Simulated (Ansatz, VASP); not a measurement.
# Two plane-wave programs on B3As

```
CELL_PARAMETERS angstrom
5.21474 0.28248 0.37874
-0.90308 2.68518 -0.05688
0.32720 0.16261 3.28332
ATOMIC_POSITIONS crystal
B 0.79618 0.78740 0.56272
B 0.91948 0.34935 0.76611
B 0.86589 0.82583 0.04420
As 0.35187 0.54825 0.59523
```

Alike in both runs: functional PBE; k mesh 4 × 6 × 6; occupations gaussian, width 0.1 eV; no spin polarisation.

Ansatz relaxed the structure, and its values are those at the end. VASP's run is a single point on that final structure, the one shown.

```csv
,VASP,Ansatz
version,VASP 6.6.1,Ansatz 0.2.0
potentials or method,"VASP PAW PBE potentials, release 64 (B, As)","scalar-relativistic, plane waves, PAW"
plane-wave cutoff (eV),520,420
valence electrons in the cell,14,24
```

Ansatz gave:

```
gap on the k mesh at the Fermi level (eV) : none
pressure (GPa)                            : 0.0
rms of the force components (eV/Å)        : 0.008
```

**Question.** What did VASP give for the same quantities?

**Answer.** gap on the k mesh at the Fermi level (eV): none; pressure (GPa): 0.1; rms of the force components (eV/Å): 0.014.

A gap of «none» marks a metal or a gap that the smearing closes. The functional is the same, so the differences come from potentials, cutoffs and numerics. The two sets of potentials don't hold the same shells in valence.

Caveats: the k mesh is coarse (spacing up to 0.38 Å⁻¹), so the values aren't converged.
